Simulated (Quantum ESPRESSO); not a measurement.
**Si2W under changes of volume**

One of the cells (13.479 Å³/atom); the others are scaled copies at fixed shape and fractional positions:

```
W Si
1.0
    -1.60690    1.60690    3.91495
     1.60690   -1.60690    3.91495
     1.60690    1.60690   -3.91495
W Si
1 2
Cartesian
  0.0000 0.0000 0.0000
  0.0000 0.0000 5.2092
  0.0000 0.0000 2.6207
```

| Item | Value |
| --- | --- |
| Program | Quantum ESPRESSO 7.5 |
| Functional | r2SCAN |
| Potentials or basis | SG15 PBE 1.2 |
| Cutoff | 1020 eV |
| Density cutoff | 4082 eV |
| k mesh | 5 × 5 × 5 |
| Occupations | fermi-dirac, width 0.05 eV |
| Spin | no spin polarisation |

```tsv
volume (Å³/atom)	energy over the lowest point (meV/atom)	pressure (GPa)
12.670	19.55	11.5
12.939	5.16	5.7
13.209	0.00	0.5
13.479	3.12	-4.1
13.748	?	?
14.018	30.87	-12.1
14.287	54.04	-15.4
```

**Question.** What does the run at 13.748 Å³/atom give?

**Answer.** Energy over the lowest point 13.66 meV/atom; pressure -8.3 GPa.

Worked out: A Birch-Murnaghan fit of order 3 (a polynomial in V^(-2/3)) to the other rows has its minimum at 13.24 Å³/atom with B0 = V·E''(V) = 239 GPa and B' = 4.3 at fixed shape and positions, which overstates the stiffness. It gives 13.64 meV/atom at 13.748 Å³/atom, against the run's 13.66, and -dE/dV = -8.3 GPa, against -8.3.

Energies are extrapolated to zero smearing.

Caveats: all runs use coarse meshes; the potentials were made for another functional, which shifts forces and pressure.
